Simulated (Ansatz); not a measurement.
# Response of KCl to small distortions

```yaml
crystal:
  lattice:
    - [0.00000, 3.15610, 3.15610]
    - [3.15610, 0.00000, 3.15610]
    - [3.15610, 3.15610, 0.00000]
  atoms:
    - { symbol: K, position: [0.00000, 0.00000, 0.00000] }
    - { symbol: Cl, position: [0.50000, 0.50000, 0.50000] }
```

Atoms are numbered in the order listed.

The cell is a measured one (Crystallography Open Database entry 9003114); the temperature and pressure of the measurement aren't taken into account, and nothing was relaxed.

Method: DFT, PBEsol, all-electron PAW with datasets made for the crystal, scalar-relativistic in Ansatz 0.2.0.

The runs use a Γ-centred 7×7×7 k mesh, Fermi–Dirac smearing of 0.03 eV, cutoff 220 eV (chosen by the program for this cell), no spin polarisation.

The unchanged cell is at -0.56 GPa.

Semilocal functionals give too small gaps.

x, y and z are the Cartesian axes of the cell as listed; fractional coordinates follow a strain, and an engineering shear is twice the off-diagonal strain component.

Vzz stands for the principal value of largest size of the field-gradient tensor, whatever its axis.

With equal xy, yz and zx engineering shear strains of -2 %: energy change under 1 meV/atom; stress change (xx, yy, zz, yz, xz, xy) 0.00, 0.00, 0.00, 0.13, 0.13, 0.13 GPa, compression positive; Vzz in 10²¹ V/m²: K1 0 → 0.21 (η = 0.00), Cl2 0 → -0.27 (η = 0.00); gap on the k mesh 5.00 → 4.96 eV.

Problem. With this change (equal xy, yz and zx engineering shear strains of -1 %), what becomes of the energy and stress and field gradients and gap?

Solution. Energy change under 1 meV/atom; stress change (xx, yy, zz, yz, xz, xy) 0.00, 0.00, 0.00, 0.07, 0.07, 0.07 GPa, compression positive; Vzz in 10²¹ V/m²: K1 0 → 0.11 (η = 0.00), Cl2 0 → -0.14 (η = 0.00); gap on the k mesh 5.00 → 4.98 eV.

Problem. With this change (equal xy, yz and zx engineering shear strains of +1 %), what becomes of the energy and stress and field gradients and gap?

Solution. Energy change under 1 meV/atom; stress change (xx, yy, zz, yz, xz, xy) 0.00, 0.00, 0.00, -0.07, -0.07, -0.07 GPa, compression positive; Vzz in 10²¹ V/m²: K1 0 → -0.11 (η = 0.00), Cl2 0 → 0.14 (η = 0.00); gap on the k mesh 5.00 → 4.99 eV.

Problem. With this change (equal xy, yz and zx engineering shear strains of +2 %), what becomes of the energy and stress and field gradients and gap?

Solution. Energy change under 1 meV/atom; stress change (xx, yy, zz, yz, xz, xy) 0.00, 0.00, 0.00, -0.14, -0.14, -0.14 GPa, compression positive; Vzz in 10²¹ V/m²: K1 0 → -0.22 (η = 0.00), Cl2 0 → 0.29 (η = 0.00); gap on the k mesh 5.00 → 4.97 eV.
